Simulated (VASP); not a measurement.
Input of a VASP 6.6.1 run:

Contents of INCAR:

```
SYSTEM = Sb2S3
PREC     = Accurate       ! precision mode
ENCUT    = 520            ! plane-wave cutoff, eV
EDIFF    = 1E-6           ! SCF threshold, eV
ISMEAR   = 0              ! smearing method
SIGMA    = 0.03           ! smearing width, eV
LREAL    = .False.        ! projectors in reciprocal space
LASPH    = .True.         ! aspherical terms in the spheres
NELM     = 80             ! most SCF steps
ALGO     = Fast           ! electronic algorithm
ISIF     = 2              ! what is computed and relaxed
LWAVE    = .False.        ! write WAVECAR
LCHARG   = .False.        ! write CHGCAR
GGA      = PE             ! functional
NBANDS   = 72             ! bands
KPAR     = 4
```

KPOINTS

```
regular mesh
0
Gamma
  4 8 4
  0 0 0
```

Contents of POSCAR:

```
Sb2S3                                   
1.0
   11.2851787811      0.0000000000      0.0000000000
    0.0000000000      3.8283747693      0.0000000000
    0.0000000000      0.0000000000     10.9162014195
  Sb              S             
     8    12
Direct
     0.4754810993204329    0.2500000000000000    0.3259465315423697
     0.0245189006795671    0.7500000000000000    0.8259465315423696
     0.9754810993204328    0.2500000000000000    0.1740534684576303
     0.5245189006795672    0.7500000000000000    0.6740534684576304
     0.3472279805603751    0.7500000000000000    0.0322852916109325
     0.1527720194396249    0.2500000000000000    0.5322852916109325
     0.8472279805603752    0.7500000000000000    0.4677147083890675
     0.6527720194396248    0.2500000000000000    0.9677147083890675
     0.2901664856155701    0.2500000000000000    0.1914648244036384
     0.2098335143844300    0.7500000000000000    0.6914648244036384
     0.7901664856155700    0.2500000000000000    0.3085351755963616
     0.7098335143844300    0.7500000000000000    0.8085351755963616
     0.5485501914097216    0.7500000000000000    0.1269400576633445
     0.9514498085902784    0.2500000000000000    0.6269400576633445
     0.0485501914097216    0.7500000000000000    0.3730599423366555
     0.4514498085902784    0.2500000000000000    0.8730599423366555
     0.3740927151703907    0.7500000000000000    0.4424300136743964
     0.1259072848296093    0.2500000000000000    0.9424300136743966
     0.8740927151703907    0.7500000000000000    0.0575699863256035
     0.6259072848296093    0.2500000000000000    0.5575699863256034
```

KPOINTS_OPT

```
explicit points
258
Reciprocal
 0.0000000000  0.0000000000  0.0000000000 1
 0.0000000000  0.0357142857  0.0000000000 1
 0.0000000000  0.0714285714  0.0000000000 1
 0.0000000000  0.1071428571  0.0000000000 1
 0.0000000000  0.1428571429  0.0000000000 1
 0.0000000000  0.1785714286  0.0000000000 1
[... 250 lines left out ...]
 0.0000000000  0.5000000000  0.0625168600 1
 0.0000000000  0.5000000000 -0.0625168600 1
```

Potentials or basis: VASP PAW PBE potentials, release 64 (Sb, S).

Run with:

```console
$ cat potpaw_PBE.64/Sb/POTCAR potpaw_PBE.64/S/POTCAR > POTCAR
$ mpirun -np 4 vasp_std > vasp.out
```

Q: Estimate the largest force.

A: 0.093 eV/Å.

Q: Predict the band gap on the k mesh.

A: 1.24 eV, indirect (least direct gap 1.27 eV).

Q: What does it give for the band gap along the path?

A: 1.23 eV, indirect (least direct gap 1.26 eV).

Q: Predict the pressure.

A: 2.9 GPa.

Levels at the corners of the path, in eV from the valence-band top:
```
point  band 54  band 55  band 56  band 57  band 58  band 59
    Γ    -0.22    -0.18     0.00     1.29     1.53     1.56
    X    -0.69    -0.13    -0.13     1.94     1.94     2.21
    X    -0.69    -0.13    -0.13     1.94     1.94     2.21
    S    -0.85    -0.53    -0.53     1.76     1.76     1.94
    S    -0.85    -0.53    -0.53     1.76     1.76     1.94
    Y    -0.21    -0.15    -0.15     1.26     1.26     2.07
    Y    -0.21    -0.15    -0.15     1.26     1.26     2.07
    Γ    -0.22    -0.18     0.00     1.29     1.53     1.56
    Γ    -0.22    -0.18     0.00     1.29     1.53     1.56
    Z    -0.19    -0.05    -0.05     1.49     1.49     1.76
    Z    -0.19    -0.05    -0.05     1.49     1.49     1.76
    U    -0.42    -0.42    -0.42     2.18     2.18     2.18
    U    -0.42    -0.42    -0.42     2.18     2.18     2.18
    R    -0.86    -0.86    -0.86     1.99     1.99     1.99
    R    -0.86    -0.86    -0.86     1.99     1.99     1.99
    T    -0.38    -0.33    -0.33     1.33     1.33     2.07
    T    -0.38    -0.33    -0.33     1.33     1.33     2.07
    Z    -0.19    -0.05    -0.05     1.49     1.49     1.76
    Y    -0.21    -0.15    -0.15     1.26     1.26     2.07
    T    -0.38    -0.33    -0.33     1.33     1.33     2.07
    U    -0.42    -0.42    -0.42     2.18     2.18     2.18
    X    -0.69    -0.13    -0.13     1.94     1.94     2.21
    S    -0.85    -0.53    -0.53     1.76     1.76     1.94
    R    -0.86    -0.86    -0.86     1.99     1.99     1.99
```

Caveat: spin-orbit coupling is left out, which moves the levels of the heavy elements.

**Experimental background.**

“Phase transition mechanism and bandgap engineering of Sb2S3 at gigapascal pressures”, 2021, pmc:9814834 reports, for a bulk crystal of Sb2S3: band gap 1.73 eV (optical).

A measured gap of Sb2S3 is 1.73 eV (optical; “Phase transition mechanism and bandgap engineering of Sb2S3 at gigapascal pressures”, 2021, pmc:9814834); the calculated 1.23 eV misses it by -0.50 eV. 2 values of this kind are on record (1.7 to 1.73 eV); this one was drawn at random. Spin-orbit coupling on Sb is left out. The value is that of PBE, without temperature or zero-point motion. Semilocal functionals fall short of measured gaps as a rule.
